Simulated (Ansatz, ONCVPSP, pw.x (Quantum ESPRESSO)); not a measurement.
Equation-of-state test of one ONCV potential (beryllium (Be))

| Quantity | Value |
| --- | --- |
| Element | beryllium (Be) |
| Generator | ONCVPSP 4.0.1.1 (patched build) |
| Type | optimised norm-conserving Vanderbilt (ONCV) |
| Functional | PBE |
| Relativity | scalar-relativistic |
| Frozen core | [He] |
| Valence charge | 2 |
| Reference configuration | 2s2 |
| Partial waves | 2s: rc 2.30 bohr, ncon 5, nbas 10, qcut 3.1 1/bohr, 2 projectors, debl 0.7 Ha; p scattering state at 0.23 Ha: rc 1.80 bohr, ncon 3, nbas 6, qcut 5.3 1/bohr, local; d scattering state at 0.07 Ha: rc 2.00 bohr, ncon 3, nbas 8, qcut 5.5 1/bohr, 2 projectors, debl 3.8 Ha |
| Local potential | the p channel |
| Core correction | Teter function, fcfact 5, rcfact 1.4 |

In the p channel the program set the typed energies aside and used 0.050 Ha.

Atomic tests: cutoffs needed: 4.1 Ha and 20 Ha (the cutoffs (Ha) at which the residual kinetic energy of the hardest occupied pseudo-wave falls to 1 and 0.1 mHa per electron) The cutoffs count occupied waves only; projector 2 of the d channel, the hardest unoccupied one, needs 14 Ha at the loose tolerance.; ghost test: no bound ghost flagged; no localised positive-energy state flagged; largest excitation error: -8.2 meV (all-electron minus pseudo) for 2s0 2p1, out of 4 test configurations.

Crystal test: fcc Be in pw.x 7.5, no spin, 18³ k-points, Fermi–Dirac smearing 0.01 Ry, cutoffs 50/200 Ry. The reference is all-electron LAPW (Ansatz 0.2.0) with the same functional, mesh and smearing; V0 and B0 come from Birch–Murnaghan fits to the pressures at five volumes. Errors are pseudo minus all-electron; Δ is the rms difference of the E(V) curves that follow from these fits, minima aligned, over ±6 % about the mean V0. Mesh and smearing are coarse, so the numbers serve the comparison and aren't converged zero-temperature values; the lattice is a test structure that the element need not adopt.

All-electron: a0 = 3.160 Å (V0 = 7.89 Å³/atom), B0 = 119.0 GPa.

Task: How far does the potential miss the all-electron equation of state?

Result: mean pressure error (GPa): -2.03; a0 (Å): 3.142; a0 error (%): -0.58; B0 error (%): +0.7; Δ (meV/atom): 3.6. The largest radius (2.30 bohr) exceeds half the bond length (2.11 bohr), so the spheres overlap, which is one possible source of error among others. This is a poor potential for the solid.

```
V (Å³/atom)  P all-electron (GPa)  P pseudo (GPa)
      7.518                  6.22            3.88
      7.716                  2.75            0.57
      7.914                 -0.36           -2.38
      8.112                 -3.15           -5.02
      8.310                 -5.65           -7.39
```

Task: At the middle volume, how do free energy and pressure move when the wave cutoff is lowered (ecutrho kept at four times it)?

Result:

```csv
cutoff (Ry),shift of F (meV/atom),shift of P (GPa)
22,+5.6,-0.54
30,+1.9,-0.01
40,+0.3,-0.05
```

Input at the middle volume:

```
&control
  calculation='scf', prefix='x', pseudo_dir='./', outdir='./tmp', tstress=.true., disk_io='none'
/
&system
  ibrav=0, nat=1, ntyp=1, ecutwfc=50, ecutrho=200, nbnd=8,
  occupations='smearing', smearing='fd', degauss=0.01
/
&electrons
  conv_thr=1e-09, mixing_beta=0.4, electron_maxstep=70
/
ATOMIC_SPECIES
Be 1.0 Be.UPF
CELL_PARAMETERS angstrom
  0.00000000 1.58169236 1.58169236
  1.58169236 0.00000000 1.58169236
  1.58169236 1.58169236 0.00000000
ATOMIC_POSITIONS crystal
Be 0.0000 0.0000 0.0000
K_POINTS automatic
18 18 18 0 0 0
```

```bash
pw.x < Be.scf.in > Be.scf.out
```

Lines of the output:

```
Message from routine setup:
     using ibrav=0 with symmetry is DISCOURAGED, use correct ibrav instead
     lattice parameter (alat)  =       4.2270  a.u.
     unit-cell volume          =      53.4063 (a.u.)^3
     number of electrons       =         2.00
     number of Kohn-Sham states=            8
     kinetic-energy cutoff     =      50.0000  Ry
     charge density cutoff     =     200.0000  Ry
     scf convergence threshold =      1.0E-09
     Exchange-correlation= PBE
     number of k points=   195  Fermi-Dirac smearing, width (Ry)=  0.0100
     iteration #  1     ecut=    50.00 Ry     beta= 0.40
     total energy              =      -2.46125656 Ry
     estimated scf accuracy    <       0.00015033 Ry
     iteration #  2     ecut=    50.00 Ry     beta= 0.40
     total energy              =      -2.46135679 Ry
     estimated scf accuracy    <       0.00005412 Ry
     iteration #  3     ecut=    50.00 Ry     beta= 0.40
     total energy              =      -2.46136007 Ry
     estimated scf accuracy    <       0.00000019 Ry
     iteration #  4     ecut=    50.00 Ry     beta= 0.40
     total energy              =      -2.46136012 Ry
     estimated scf accuracy    <          1.3E-09 Ry
     iteration #  5     ecut=    50.00 Ry     beta= 0.40
     the Fermi energy is     8.4660 ev
!    total energy              =      -2.46136012 Ry
     estimated scf accuracy    <          1.4E-10 Ry
     smearing contrib. (-TS)   =      -0.00052887 Ry
     The total energy is F=E-TS. E is the sum of the following terms:
     one-electron contribution =       2.01780182 Ry
     hartree contribution      =       0.00101763 Ry
     xc contribution           =      -1.41179175 Ry
     ewald contribution        =      -3.06785895 Ry
     convergence has been achieved in   5 iterations
          total   stress  (Ry/bohr**3)                   (kbar)     P=      -23.82
     Message from routine punch:
     Nothing written, as per user request (disk_io='none')
```

The run at the middle volume (195 k-points, 5 iterations) took about 2.7 s on one core of a shared host (Neoverse-V2, 32 threads, 247 GiB, load 17).
